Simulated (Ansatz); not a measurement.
# How much does Sb in Ta(100), 2x2 scatter?

How strong a scatterer is Sb in Ta(100), 2x2, and does relaxation matter?

Main program and level: Ansatz 0.2.0; Ansatz plane-wave DFT, PBE, PAW files; ballistic transport by layer matching (Landauer), zero bias; PAW set soft_1, in the first sound run; inputs show where later runs differ.

### 1. The starting structure

The cell holds 72 atoms: 71 Ta and 1 Sb. Cell: a = 6.605 Å, b = 6.605 Å, c = 29.723 Å, α = 90.0°, β = 90.0°, γ = 90.0°. It derives from Ta. Regions: lead, 40 atoms (40 Ta); scattering region, 32 atoms (31 Ta and 1 Sb). The structure is stacked along c, and the current runs across the ab planes.

### 2. Transmission at ideal sites

The defect sits in one plane of the supercell, all atoms on ideal sites; the layers about the cell's end are the lead. The mesh across the current, 8×8, is finer than the density's, because channels open and close sharply across the zone. Energies from -0.1 to 0.1 eV in steps of 0.05 eV are too few for the program's thermal sum, so it prints no conductance; for a metal the transmission near the Fermi level serves, at a fraction of the cost.

The input, input.yaml:

```yaml
crystal:
  lattice:
    - [6.60512, 0.0, 0.0]
    - [0.0, 6.60512, 0.0]
    - [0.0, 0.0, 29.72304]
  atoms:
    - { symbol: Ta, position: [0.0, 0.0, 0.0277777778] }
    - { symbol: Ta, position: [0.0, 0.5, 0.0277777778] }
    - { symbol: Ta, position: [0.5, 0.0, 0.0277777778] }
    - { symbol: Ta, position: [0.5, 0.5, 0.0277777778] }
    - { symbol: Ta, position: [0.25, 0.25, 0.0833333333] }
    - { symbol: Ta, position: [0.25, 0.75, 0.0833333333] }
    - { symbol: Ta, position: [0.75, 0.25, 0.0833333333] }
    - { symbol: Ta, position: [0.75, 0.75, 0.0833333333] }
    - { symbol: Ta, position: [0.0, 0.0, 0.1388888889] }
    - { symbol: Ta, position: [0.0, 0.5, 0.1388888889] }
    - { symbol: Ta, position: [0.5, 0.0, 0.1388888889] }
    - { symbol: Ta, position: [0.5, 0.5, 0.1388888889] }
    - { symbol: Ta, position: [0.25, 0.25, 0.1944444444] }
    - { symbol: Ta, position: [0.25, 0.75, 0.1944444444] }
    - { symbol: Ta, position: [0.75, 0.25, 0.1944444444] }
    - { symbol: Ta, position: [0.75, 0.75, 0.1944444444] }
    - { symbol: Ta, position: [0.0, 0.0, 0.25] }
    - { symbol: Ta, position: [0.0, 0.5, 0.25] }
    - { symbol: Ta, position: [0.5, 0.0, 0.25] }
    - { symbol: Ta, position: [0.5, 0.5, 0.25] }
    - { symbol: Ta, position: [0.25, 0.25, 0.3055555556] }
    - { symbol: Ta, position: [0.25, 0.75, 0.3055555556] }
    - { symbol: Ta, position: [0.75, 0.25, 0.3055555556] }
    - { symbol: Ta, position: [0.75, 0.75, 0.3055555556] }
    - { symbol: Ta, position: [0.0, 0.0, 0.3611111111] }
    - { symbol: Ta, position: [0.0, 0.5, 0.3611111111] }
    - { symbol: Ta, position: [0.5, 0.0, 0.3611111111] }
    - { symbol: Ta, position: [0.5, 0.5, 0.3611111111] }
    - { symbol: Ta, position: [0.25, 0.25, 0.4166666667] }
    - { symbol: Ta, position: [0.25, 0.75, 0.4166666667] }
    - { symbol: Ta, position: [0.75, 0.25, 0.4166666667] }
    - { symbol: Ta, position: [0.75, 0.75, 0.4166666667] }
    - { symbol: Ta, position: [0.0, 0.0, 0.4722222222] }
    - { symbol: Ta, position: [0.0, 0.5, 0.4722222222] }
    - { symbol: Ta, position: [0.5, 0.0, 0.4722222222] }
    - { symbol: Ta, position: [0.5, 0.5, 0.4722222222] }
    - { symbol: Sb, position: [0.25, 0.25, 0.5277777778] }
    - { symbol: Ta, position: [0.25, 0.75, 0.5277777778] }
    - { symbol: Ta, position: [0.75, 0.25, 0.5277777778] }
    - { symbol: Ta, position: [0.75, 0.75, 0.5277777778] }
    - { symbol: Ta, position: [0.0, 0.0, 0.5833333333] }
    - { symbol: Ta, position: [0.0, 0.5, 0.5833333333] }
    - { symbol: Ta, position: [0.5, 0.0, 0.5833333333] }
    - { symbol: Ta, position: [0.5, 0.5, 0.5833333333] }
    - { symbol: Ta, position: [0.25, 0.25, 0.6388888889] }
    - { symbol: Ta, position: [0.25, 0.75, 0.6388888889] }
    - { symbol: Ta, position: [0.75, 0.25, 0.6388888889] }
    - { symbol: Ta, position: [0.75, 0.75, 0.6388888889] }
    - { symbol: Ta, position: [0.0, 0.0, 0.6944444444] }
    - { symbol: Ta, position: [0.0, 0.5, 0.6944444444] }
    - { symbol: Ta, position: [0.5, 0.0, 0.6944444444] }
    - { symbol: Ta, position: [0.5, 0.5, 0.6944444444] }
    - { symbol: Ta, position: [0.25, 0.25, 0.75] }
    - { symbol: Ta, position: [0.25, 0.75, 0.75] }
    - { symbol: Ta, position: [0.75, 0.25, 0.75] }
    - { symbol: Ta, position: [0.75, 0.75, 0.75] }
    - { symbol: Ta, position: [0.0, 0.0, 0.8055555556] }
    - { symbol: Ta, position: [0.0, 0.5, 0.8055555556] }
    - { symbol: Ta, position: [0.5, 0.0, 0.8055555556] }
    - { symbol: Ta, position: [0.5, 0.5, 0.8055555556] }
    - { symbol: Ta, position: [0.25, 0.25, 0.8611111111] }
    - { symbol: Ta, position: [0.25, 0.75, 0.8611111111] }
    - { symbol: Ta, position: [0.75, 0.25, 0.8611111111] }
    - { symbol: Ta, position: [0.75, 0.75, 0.8611111111] }
    - { symbol: Ta, position: [0.0, 0.0, 0.9166666667] }
    - { symbol: Ta, position: [0.0, 0.5, 0.9166666667] }
    - { symbol: Ta, position: [0.5, 0.0, 0.9166666667] }
    - { symbol: Ta, position: [0.5, 0.5, 0.9166666667] }
    - { symbol: Ta, position: [0.25, 0.25, 0.9722222222] }
    - { symbol: Ta, position: [0.25, 0.75, 0.9722222222] }
    - { symbol: Ta, position: [0.75, 0.25, 0.9722222222] }
    - { symbol: Ta, position: [0.75, 0.75, 0.9722222222] }
kpoints:
  mp_grid: { grid: [4, 4, 1] }
hamiltonian:
  xc: pbe
  pseudopotentials: { kind: paw, azcp: { folder: soft_1 } }
scf:
  occupations: { method: fermi_dirac, width: 0.1 }
output:
  transmission: { leads: [[0, 4]], kmesh: [8, 8], e_range: [-0.1, 0.1], de: 0.05 }
  write_potential: true
  write_density: true
  volumetric_format: npy
  elf: true
```

Command:

```bash
> ansatz run input.yaml --threads 4 --pin off --max-ram 15360MiB --backend cpu --events-out ev --progress --plain --runs-dir out
```

Numbers of over 12 decimals in the logs are rounded to 6 here.

Log:

```text
Engine: ansatz 0.2.0, aarch64-unknown-linux-gnu
Pseudopotentials: kind: paw
Pseudopotential: Ta, paw, valence charge 13, recommended cutoff 420 eV (normal), soft_1/Ta.paw.azcp
Pseudopotential: Sb, paw, valence charge 15, recommended cutoff 420 eV (normal), soft_1/Sb.paw.azcp
Functional definition: PBE
  parameter kappa = 0.804
  parameter beta = 0.066725
  exchange = pbe_x(kappa = kappa, mu = beta*pi^2/3)
  correlation = pbe_c(beta = beta)
Crystal: 72 atoms, lattice volume = 1296.745 Å³
Basis set: ecut = 420 eV, 25307 PW (Γ)
Bands: 563, of which v1, the nominal top of the filled ones, is band 469 counted from 1 (468 counted from 0)
Symmetry: 16 space group operations
Space group: P4/mmm (ITA 123), of the structure as read, at distance tolerance 1.1e-4 Å
k-points: 6 of 16
Non-local potential: Ta, projectors of the file, l = 0: 3, l = 1: 2, l = 2: 2, l = 3: 1
Non-local potential: Sb, projectors of the file, l = 0: 2, l = 1: 2, l = 2: 2, l = 3: 1
PAW form: soft (Blöchl's): semilocal exchange-correlation on the pseudo side does not see the compensation charge
PAW one-centre angular grid: Ta, 590 points (default); XC on 64 Gauss nodes
PAW one-centre angular grid: Sb, 590 points (default); XC on 64 Gauss nodes
Initial density: superposition of atomic densities (chi_scale 0.1, normalization cell, long waves 73 % of neutral atoms (reshape's long-wave potential 1.73 eV rms, cloud 3.09 Å wide))
Initial wavefunctions: pseudopotential atomic-orbital guess
Functional: x = pbe(κ = 0.804, μ = 0.219515), c = pbe(β = 0.066725)
SCF iter   1: F=—  HF=-711771.370986 eV  |F-HF|=—  |Δ(HF+E_count)|=         —  Δρ=5.76e-2  dr2=2.92e3  ethr=3.10e-3  ⟨swp⟩=6.8  Hψ=14186  notcnv=0  defer=5
preconditioner: auto → Kerker (q_TF=auto, 2.585 Å⁻¹)  [metal: Δε(μ)=0.004 eV  Ē_g=4.385 eV  σ=0.100 eV  W_gap=0.01  n_scr=372 (ndim 8)  ℏωp=19.6 eV  f_vac=0.000  D(μ)=76.92/eV (n_scr^D=778)]
SCF iter   2: F=—  HF=-711753.517224 eV  |F-HF|=—  |Δ(HF+E_count)|=    1.79e1  Δρ=3.27e-2  dr2=7.06e2  ethr=3.10e-3  ⟨swp⟩=3.0  Hψ=5522  notcnv=0  defer=137
SCF iter   3: F=—  HF=-711745.718205 eV  |F-HF|=—  |Δ(HF+E_count)|=    7.80e0  Δρ=7.60e-3  dr2=1.06e1  ethr=3.10e-3  ⟨swp⟩=3.5  Hψ=6074  notcnv=0  defer=140
SCF iter   4: F=—  HF=-711745.329647 eV  |F-HF|=—  |Δ(HF+E_count)|=   3.89e-1  Δρ=2.60e-3  dr2=1.34e0  ethr=1.13e-3  ⟨swp⟩=2.7  Hψ=4799  notcnv=0  defer=134
SCF iter   5: F=—  HF=-711745.258711 eV  |F-HF|=—  |Δ(HF+E_count)|=   7.09e-2  Δρ=7.59e-4  dr2=2.73e-1  ethr=1.43e-4  ⟨swp⟩=2.5  Hψ=4267  notcnv=0  defer=132
SCF iter   6: F=—  HF=-711745.251543 eV  |F-HF|=—  |Δ(HF+E_count)|=   7.17e-3  Δρ=1.53e-4  dr2=4.99e-3  ethr=2.91e-5  ⟨swp⟩=2.3  Hψ=4261  notcnv=0  defer=131
SCF iter   7: F=—  HF=-711745.251437 eV  |F-HF|=—  |Δ(HF+E_count)|=   1.06e-4  Δρ=4.08e-5  dr2=2.65e-5  ethr=5.32e-7  ⟨swp⟩=2.0  Hψ=4577  notcnv=0  defer=131
SCF iter   8: F=—  HF=-711745.249243 eV  |F-HF|=—  |Δ(HF+E_count)|=   2.19e-3  Δρ=9.58e-6  dr2=9.16e-6  ethr=2.82e-9  ⟨swp⟩=2.2  Hψ=4583  notcnv=0  defer=131
SCF iter   9: F=—  HF=-711745.249243 eV  |F-HF|=—  |Δ(HF+E_count)|=   2.85e-7  Δρ=2.22e-6  dr2=1.24e-7  ethr=9.77e-10  ⟨swp⟩=2.0  Hψ=3337  notcnv=0  defer=131
SCF iter  10: F=-711745.249243 eV  HF=-711745.249243 eV  |F-HF|=4.54e-9  |Δ(HF+E_count)|=   2.28e-8  Δρ=4.16e-7  dr2=5.71e-9  ethr=1.07e-11  ⟨swp⟩=14.0  Hψ=11787  notcnv=0
SCF 1 converged in 10 iterations: F = -711745.249243 eV  dr2 = 5.71e-9
  greatest PAW one-centre occupation: 0.999 electrons in one spin orbital (limit 2), on the Ta atom at site 47 (counted from 0), in its partial waves of l = 0
transmission: 86 of 825 steps passed
transmission: 172 of 825 steps passed
[...]
transmission: 825 of 825 steps passed
SCF converged after 10 iterations
Free energy (F): -711745.249243 eV
Harris-Foulkes:  -711745.249243 eV  (|F-HF|=4.54e-9)
Internal energy: -711742.275981 eV  (E = F + TS)
E sigma→0 (E₀):  -711743.762612 eV
Entropy (-TS):   -2.973261 eV (-41.295 meV/atom)
Fermi energy:    18.552996 eV
--- Per-component energies (eV) ---
  E_band       = -7491.116884
  E_kinetic    = 28119.214041
  E_local      = -40015.455961  (includes V_loc(G=0)·N_el)
  E_nonlocal   = -386.629468
  E_hartree    = 14581.629607
  E_xc         = -22914.349772
  E_vxc        = -16688.379315  (∫ρ·V_xc dr)
  E_paw        = -594179.251142  (= ΣΔE_a)
  E_vpaw       = -7683.133350  (= ΣTr[D̂ρ^β])
  E_aug_tail   = 0.007026  (compensation charges beyond the density's cutoff)
  E_ewald      = -96947.440314
  E_smearing   = -2.973261  (= −TS)
  E_closure    = 0.000000  (closes the sum)
  Σ components = -711745.249243   (vs F -711745.249243, Δ=0.00e0)
--- Band table (eV; the first three rows and the last of 6) ---
  k-point 0: bands = [... 465 lower, 19.1971, 19.2088, 19.2088, 19.2276, 19.2276, 19.2366, 19.2366, 19.2672, ... 90 higher]
  k-point 1: bands = [... 465 lower, 18.8437, 18.8523, 18.8555, 18.9002, 18.9276, 18.9288, 18.9318, 18.9677, ... 90 higher]
  k-point 2: bands = [... 465 lower, 18.4130, 18.4492, 18.4661, 18.4729, 18.5116, 18.5208, 18.5314, 18.6128, ... 90 higher]
  k-point 5: bands = [... 465 lower, 17.9068, 17.9445, 17.9490, 17.9490, 17.9512, 17.9695, 17.9771, 17.9985, ... 90 higher]
--- Transmission ---
  basis      : 377 plane waves across, 55 finite elements along
  points     : 15, standing for a mesh of 8 x 8
  energies   : 5 from -0.100000 to 0.100000 eV about the Fermi level, 0.050000 eV apart; the leads are filled to 0.000000 eV, and channels, transmission and decay are at 0.000000 eV
  crystal 0  : Ta4, at the sites [0, 4], period 1.6513 Å, over 28.07 Å; its Hamiltonian steps by up to 4.1 meV
    offset         : up to 0.0000 Å between an atom of the period and one for which it stands
    channels       : 1.048438e1 a spin
    conductance    : none, the energies end too early or step too widely for 300 K: set another output.transmission.e_range or a lower de, or, where they end at an eighth of basis.ecutwfc, a higher one
  junction   : crystal 0 to crystal 0, 0.95 to 29.03 Å
    transmission   : 6.553601e0 a spin
    conductance    : none, the energies end too early or step too widely for 300 K: set another output.transmission.e_range or a lower de, or, where they end at an eighth of basis.ecutwfc, a higher one
```

Elapsed: 13 min, on 4 threads of Arm Neoverse V1, shared host; peak memory 10 GiB.

This step gave:

| Item | Value |
| --- | --- |
| free energy | -711745.2492 eV |
| energy at zero smearing | -711743.7626 eV |
| Fermi energy | 18.55 eV |
| cell area | 43.63 Å² |
| transmission per spin nearest the Fermi level | 6.554 |
| open channels per spin nearest the Fermi level | 10.48 |
| step of the lead's potential | 4.1 meV |

Per spin. The transmission, zone mean by energy, zero at the Fermi level:

| energy (eV) | transmission, zone mean |
| --- | --- |
| -0.1000 | 6.96 |
| -0.0500 | 6.68 |
| 0.0000 | 6.55 |
| 0.0500 | 6.15 |
| 0.1000 | 5.80 |

Per spin. Open channels, zone mean, lead against energy, zero at the Fermi level:

| energy (eV) | open channels, zone mean, lead |
| --- | --- |
| -0.1000 | 10.8 |
| -0.0500 | 10.3 |
| 0.0000 | 10.5 |
| 0.0500 | 9.86 |
| 0.1000 | 9.36 |

Transmission over k1 and k2. At 0.0000 eV from the Fermi level.

Values, 8 rows by 8 columns:
```
4.12 3.52 5.63 7.19 7.34 7.19 5.63 3.52
4.20 5.63 7.91 8.47 8.34 8.47 7.91 5.63
5.59 7.19 8.47 7.82 7.83 7.82 8.47 7.19
5.82 7.34 8.34 7.83 7.66 7.83 8.34 7.34
5.59 7.19 8.47 7.82 7.83 7.82 8.47 7.19
4.20 5.63 7.91 8.47 8.34 8.47 7.91 5.63
4.12 3.52 5.63 7.19 7.34 7.19 5.63 3.52
3.12 4.12 4.20 5.59 5.82 5.59 4.20 4.12
```
Columns: k1 (b1) from -0.5 to 0.375; rows upwards: k2 (b2) from -0.5 to 0.375.

Open channels over k1 and k2. At 0.0000 eV from the Fermi level.

Ten even steps from '0' (4.0) to '9' (14.0):
```
20588850
45999995
68977798
68977798
68977798
45999995
20588850
02466642
```
Columns: k1 (b1) from -0.5 to 0.375; rows upwards: k2 (b2) from -0.5 to 0.375.

ELF in the ca plane at fractional y = 0.250, with atoms of Ta and Sb within 0.2 Å of it. It is the smooth field of the valence electrons, not physical close to the nuclei.

Ten even steps from '0' (0.04) to '9' (0.72), each cell a mean:
```
65566434566566433576665312466666533566566533
56653232356753232257763222247764233246764233
36634898535633799535643798635643799634743699
24426958824526958823525967933524967943534976
24427827823426926933415935932425935942524943
25525989625635999724634999824633999833633899
46643565346753465336753455336753466335753466
66664222466665322467664211356765322356665322
65567545665567645776555434555567655676567655
65566434566566433676445666654567533566566533
56653232356653222356556555665564222246664233
36634898535633798524565322466533799635743699
24426958824525958822564100256414967933634976
24427827824526826921564000146314934942524943
25525989625634999723564201356423999834633899
46643565346743465335566434565543465435753466
66664222466664212466556666654566322356665322
65567545665567645776445555554567655676567655
```
Columns run along c (16.0 Å, from fractional 0.23 to 0.77 of the cell), rows up along a (6.6 Å). Atoms in or near the plane, at fractional coordinates: Ta at (0.31, 0.25), Ta at (0.31, 0.75), Ta at (0.42, 0.25), Ta at (0.42, 0.75), Sb at (0.53, 0.25), Ta at (0.53, 0.75), Ta at (0.64, 0.25), Ta at (0.64, 0.75), Ta at (0.75, 0.25), Ta at (0.75, 0.75).

Valence density in the ca plane at fractional y = 0.250, with atoms of Ta and Sb within 0.2 Å of it. It is the smooth field of the valence electrons, not physical close to the nuclei.

Values in units of 1e0 e/Å³, 10 rows by 16 columns, each cell a mean:
```
0.2 0.3 0.4 0.2 0.2 0.3 0.3 0.2 0.3 0.3 0.2 0.3 0.4 0.2 0.2 0.4
0.3 0.8 2.9 0.5 0.4 2.7 1.1 0.3 1.9 2.0 0.3 1.0 2.8 0.4 0.4 2.8
0.3 1.5 4.3 0.8 0.5 4.0 2.0 0.3 3.0 3.2 0.3 1.8 4.2 0.6 0.6 4.2
0.3 0.5 1.8 0.4 0.3 1.7 0.7 0.3 1.2 1.3 0.3 0.6 1.7 0.3 0.3 1.7
0.2 0.2 0.3 0.2 0.2 0.3 0.2 0.2 0.2 0.2 0.2 0.2 0.3 0.2 0.2 0.3
0.2 0.3 0.4 0.2 0.2 0.3 0.3 0.2 0.3 0.3 0.2 0.3 0.4 0.2 0.2 0.4
0.3 0.8 2.9 0.5 0.4 2.7 1.1 0.2 2.3 2.5 0.3 1.0 2.8 0.4 0.4 2.8
0.3 1.5 4.3 0.8 0.5 4.0 2.0 0.3 5.4 6.1 0.3 1.7 4.2 0.6 0.6 4.2
0.3 0.5 1.8 0.4 0.3 1.7 0.7 0.2 1.1 1.3 0.2 0.6 1.7 0.3 0.3 1.7
0.2 0.2 0.3 0.2 0.2 0.3 0.3 0.2 0.3 0.3 0.2 0.3 0.3 0.2 0.2 0.3
```
Columns run along c (16.0 Å, from fractional 0.23 to 0.77 of the cell), rows up along a (6.6 Å). Atoms in or near the plane, at fractional coordinates: Ta at (0.31, 0.25), Ta at (0.31, 0.75), Ta at (0.42, 0.25), Ta at (0.42, 0.75), Sb at (0.53, 0.25), Ta at (0.53, 0.75), Ta at (0.64, 0.25), Ta at (0.64, 0.75), Ta at (0.75, 0.25), Ta at (0.75, 0.75).

Electrostatic potential energy in the ca plane at fractional y = 0.250, with atoms of Ta and Sb within 0.2 Å of it. With pseudopotentials it is smooth inside the atoms' cores, unlike the true potential.

Values in eV, 10 rows by 16 columns, each cell a mean:
```
 20  18  13  19  19  14  17  20  15  14  20  18  14  19  19  14
 18   5 -23  12  15 -21   0  19 -10 -13  18   3 -22  13  13 -22
 16  -4 -41   6  11 -38 -11  17 -25 -28  17  -8 -39   9   8 -40
 19  10 -10  15  17  -8   7  19  -1  -3  19   9  -9  16  16  -9
 20  19  18  20  20  18  19  20  18  17  19  19  18  20  20  18
 20  18  13  19  19  14  17  19  15  14  19  18  14  19  19  14
 18   5 -23  12  15 -21   0  18  -9 -11  17   2 -22  13  13 -22
 16  -4 -41   6  11 -38 -11  16 -17 -18  16  -8 -39   9   8 -40
 19  10 -10  15  17  -8   7  18  -2  -3  18   8  -9  16  16  -9
 20  19  18  20  20  18  19  19  18  17  19  19  18  20  20  18
```
Columns run along c (16.0 Å, from fractional 0.23 to 0.77 of the cell; values clipped at the 3rd and 97th percentile), rows up along a (6.6 Å). Atoms in or near the plane, at fractional coordinates: Ta at (0.31, 0.25), Ta at (0.31, 0.75), Ta at (0.42, 0.25), Ta at (0.42, 0.75), Sb at (0.53, 0.25), Ta at (0.53, 0.75), Ta at (0.64, 0.25), Ta at (0.64, 0.75), Ta at (0.75, 0.25), Ta at (0.75, 0.75).

Over the solved energies the transmission per spin lies between 5.80 and 6.96, out of 10.2 channels of the lead on average (up to 10.8).

### 3. Resistance at ideal sites

This step: Ansatz plane-wave DFT, PBE, PAW files; ballistic transport by layer matching (Landauer), zero bias; area resistance of the defect plane and resistivity an atomic per cent; PAW set soft_1 (Ansatz 0.2.0).

Numbers from this step:

* area resistance: 0.3204 fΩ m²
* T over the leads' mean channel count: 0.6325
* resistivity per at.% scaled from this dense plane, with the factor 3/4 for isotropic scattering: 5.820 µΩ cm

Averaged over the energies near the Fermi level, 63.2 % of the channels pass, which makes 0.320 fΩ m².

By hand, with T and the leads' channels N averaged over the energies near the Fermi level: RA = A (h/2e²)(1/T − 1/N) = 43.63×10⁻²⁰ m² × 12 906 Ω × (1/6.460 − 1/10.21) = 0.320 fΩ m². Per atomic per cent: RA × A / V_atom × 0.01 × 3/4 = 5.82 µΩ cm, with the host's V_atom = 18.01 Å³.

(Part 1 of 3 ends here.)

[Logs are printed without paths, hosts, clocks, repeated set-up lines and the standing remarks that a program may print on its own settings, such as how far it seeks lower states.]

[Hosts, paths, dates, database ids (printed as entryN), source tags and the programs' standing remarks are cut or masked in the printed files.]
